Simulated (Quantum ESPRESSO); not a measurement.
**SnO2 (Cassiterite): zone-centre phonons and dielectric response under several settings**

```
Sn O
1.0
     4.73800    0.00000    0.00000
     0.00000    4.73800    0.00000
     0.00000    0.00000    3.18650
Sn O
2 4
Direct
  0.50000 0.50000 0.50000
  0.00000 0.00000 0.00000
  0.80710 0.19290 0.50000
  0.69290 0.69290 0.00000
  0.19290 0.80710 0.50000
  0.30710 0.30710 0.00000
```

All runs used Quantum ESPRESSO 7.5; relaxed cell; no spin polarisation; occupations smeared at first, fixed for the response.

```csv
level,potentials,k mesh (s: shifted),cutoff (eV),volume (Å³/atom),pressure (GPa),lowest optical mode without the field (cm⁻¹),highest optical mode without the field (cm⁻¹),ε∞ (mean),ε0 (mean),Born charge of atom 1 (e),sum of the Born charges (e)
PBE,Ansatz NC SR PBE,4 × 4 × 6s,1238,?,0.1,?,?,?,?,?,?
LDA,JTH 2.0 LDA,6 × 6 × 8s,707,11.77,0.0,102,759,4.42,11.8,4.22,0.03
```

Problem. What stands in the row left open?

Solution. Volume 12.57 Å³/atom; lowest optical mode without the field 110 cm⁻¹; highest optical mode without the field 709 cm⁻¹; ε∞ 4.72; ε0 12.7; Born charge of atom 1 4.30 e; sum of the Born charges 0.02 e.
